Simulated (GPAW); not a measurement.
Runs of GPAW 26.7.0 on In. Symmetry: P6_3/mmc, No. 194, hexagonal system. The conventional cell has a = 3.335 Å, b = 3.335 Å, c = 5.509 Å, α = 90.00°, β = 90.00°, γ = 120.00°. Around In (site symmetry -6m2) lie 12 In at 3.34 to 3.36 Å. This isn't the form of In at room conditions, which is tetragonal.

```csv
task,level,potentials or basis,cell,k mesh,band path,band points,gap on the mesh (eV),pressure (GPa)
single point,PBEsol,"PAW data sets generated in the run's folder for this functional, pw","atoms moved at random, drawn with an rms of 0.05 Å",9 × 9 × 5,-,-,none,-1.7
band structure,LDA,"the program's PAW data sets (release 1.2.1) made for this functional, pw",as given,7 × 7 × 4,"GMKGALHA,LM,KH",80,-,-3.5
band structure,PBEsol,"PAW data sets generated in the run's folder for this functional, pw",as given,7 × 7 × 4,"GMKGALHA,LM,KH",80,-,(a)
single point,PBEsol,"PAW data sets generated in the run's folder for this functional, pw",as given,9 × 9 × 5,-,-,none,-1.7
```

Alike in all rows: no spin polarisation; cutoff (eV) 600; smearing fermi-dirac 0.05 eV.

Problem. Fill in the values left out.

Solution. (a) -2.1.

Caveats: spin-orbit coupling is left out, which moves the levels of the heavy elements (some runs).

A k mesh can miss the band edges, and the runs leave out spin-orbit coupling on In.

A gap of «none» marks a metal or a gap under the smearing width.
